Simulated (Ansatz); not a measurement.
Runs of Ansatz 0.2.0 on ZrC. Symmetry: Fm-3m, No. 225, cubic system. Conventional cell: a = 4.730 Å, b = 4.730 Å, c = 4.730 Å, α = 90.00°, β = 90.00°, γ = 90.00°. Around Zr (site symmetry m-3m) lie 6 C at 2.37 Å. C (site symmetry m-3m) has 6 Zr at 2.37 Å as nearest neighbours. 

| task | level | cell | cutoff (eV) | smearing | points for each segment of the path | gap on the mesh (eV) | pressure (GPa) | relaxed volume (Å³/atom) |
| --- | --- | --- | --- | --- | --- | --- | --- | --- |
| single point | PBE | as given | 420 | gaussian 0.024 eV | - | - | -3.0 | - |
| band structure | r2SCAN | as given | 500 | fermi-dirac 0.05 eV | 14 | none | -2.6 | - |
| single point | PBE | as given | 420 | gaussian 0.019 eV | - | - | -3.0 | - |
| single point | PBE | as given | 420 | gaussian 0.026 eV | - | - | -3.0 | - |
| relaxation of cell and atoms | BLYP | relaxed | 420 | fermi-dirac 0.05 eV | - | none | 0.0 | (a) |
| single point | PBE | as given | 420 | gaussian 0.017 eV | - | - | -3.0 | - |
| single point | PBE | as given | 420 | gaussian 0.03 eV | - | none | -3.0 | - |
| relaxation of cell and atoms | revPBE+D3(BJ) | relaxed | 420 | fermi-dirac 0.05 eV | - | - | 0.0 | 12.63 |

Alike in all rows: potentials or basis Ansatz PAW; no spin polarisation; k mesh 10 × 10 × 10.

Task: Estimate the missing entries.

Result: (a) 13.49.

Caveats: the PAW data sets come from PBE, with cores solved anew for the run's functional, which leaves a small shift of forces and pressure (some runs); the plane-wave basis is chosen anew once the cell has moved, so the energies of steps on either side of that aren't comparable (some runs).

A k mesh can miss the band edges, and the runs leave out spin-orbit coupling on Zr.

A gap of «none» marks a metal or a gap under the smearing width.
